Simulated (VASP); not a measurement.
Wanted: the native input for a VASP 6.6.1 run.

* Task: relaxation of cell and atoms
* Functional: PBEsol
* Potentials or basis: VASP PAW PBE potentials, release 64 (Cd, F)
* Cutoff: 600 eV
* k mesh: 8 × 8 × 8
* Occupations: gaussian, width 0.02 eV
* Spin: no spin polarisation
* Dipole correction: no
* Further INCAR settings: ALGO = Normal; EDIFF = 1e-06; IBRION = 2; EDIFFG = -0.005; NSW = 100; ISIF = 3

The structure of CdF2 lies in POSCAR:

```
CdF2
1.0
    0.0000000000      2.6940000000      2.6940000000
    2.6940000000      0.0000000000      2.6940000000
    2.6940000000      2.6940000000      0.0000000000
Cd F
1 2
Direct
    0.0000000000      0.0000000000      0.0000000000
    0.2500000000      0.2500000000      0.2500000000
    0.7500000000      0.7500000000      0.7500000000
```

These files were run (other wordings do the same):

INCAR

```
  PREC = Accurate
  ENCUT = 600
  EDIFF = 1E-6
  ISMEAR = 0
  SIGMA = 0.02
  LREAL = F
  LASPH = T
  NELM = 100
  ALGO = Normal
  ISIF = 3
  LWAVE = F
  LCHARG = F
  GGA = PS
  IBRION = 2
  NSW = 100
  EDIFFG = -0.005
```

KPOINTS

```
regular mesh
0
Gamma
  8 8 8
```

Potentials or basis: VASP PAW PBE potentials, release 64 (Cd, F).

Run with:

```sh
$ cat potpaw_PBE.64/Cd/POTCAR potpaw_PBE.64/F/POTCAR > POTCAR
$ mpirun -np 1 vasp_std > vasp.out
```

It gave:

* Relaxed volume: 13.08 Å³/atom
* Relaxed cell: a = 3.814 Å, b = 3.814 Å, c = 3.814 Å, α = 60.00°, β = 60.00°, γ = 60.00°
* Space group after relaxing (to 0.05 Å): Fm-3m (No. 225)
* Energy gained by relaxing: 0.1 meV/atom
* Ionic steps: 3
* Pressure after relaxing: 0.0 GPa
* Band gap on the k mesh: 2.89 eV, indirect (least direct gap 3.39 eV)

Caveat: the PAW data sets were made with another functional, which shifts forces and pressure a little.

It took 43 s on 1 thread of Intel(R) Xeon(R) Platinum 8259CL CPU @ 2.50GHz (Skylake/Cascade Lake) (shared host), peak memory 0.18 GiB.
